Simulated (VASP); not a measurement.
Write the native input for VASP 6.6.1 that does the following.

- Task: relaxation of cell and atoms
- Functional: PBEsol
- Potentials or basis: VASP PAW PBE potentials, release 64 (Ta_pv)
- Cutoff: 600 eV
- k mesh: 16 × 16 × 16
- Occupations: methfessel-paxton, width 0.1 eV
- Spin: no spin polarisation
- Further INCAR settings: ALGO = Normal; EDIFF = 1e-07; IBRION = 2; EDIFFG = -0.005; NSW = 90; ISIF = 3

The structure of Ta lies in POSCAR:

```
Ta                                      
1.0
   -1.6416853682      1.6416853682      1.6416853682
    1.6416853682     -1.6416853682      1.6416853682
    1.6416853682      1.6416853682     -1.6416853682
  Ta            
     1
Direct
     0.0000000000000000    0.0000000000000000    0.0000000000000000
```

One way to write it, as run:

INCAR

```
SYSTEM = Ta
PREC = Accurate
ENCUT = 600
EDIFF = 1E-7
ISMEAR = 1
SIGMA = 0.1
LREAL = .FALSE.
LASPH = .TRUE.
NELM = 80
ALGO = Normal
ISIF = 3
LWAVE = .FALSE.
LCHARG = .FALSE.
GGA = PS
IBRION = 2
NSW = 90
EDIFFG = -0.005
```

KPOINTS

```
Automatic mesh
0
G
  16 16 16
  0 0 0
```

Potentials or basis: VASP PAW PBE potentials, release 64 (Ta_pv).

The run is started by

```console
$ cat potpaw_PBE.64/Ta_pv/POTCAR > POTCAR
$ mpirun -np 1 vasp_std > vasp.out
```

Results of the run:

The pressure after relaxing is 0.0 GPa and the band gap on the k mesh is none (metal or under the smearing width).

Caveat: the relaxation stopped at its first step, so nothing moved; the PAW data sets were made with another functional, which shifts forces and pressure a little.

Run time: 9.3 s on 1 thread of Intel(R) Xeon(R) 6975P-C (Granite Rapids), with other jobs on the host, peak memory 0.16 GiB.
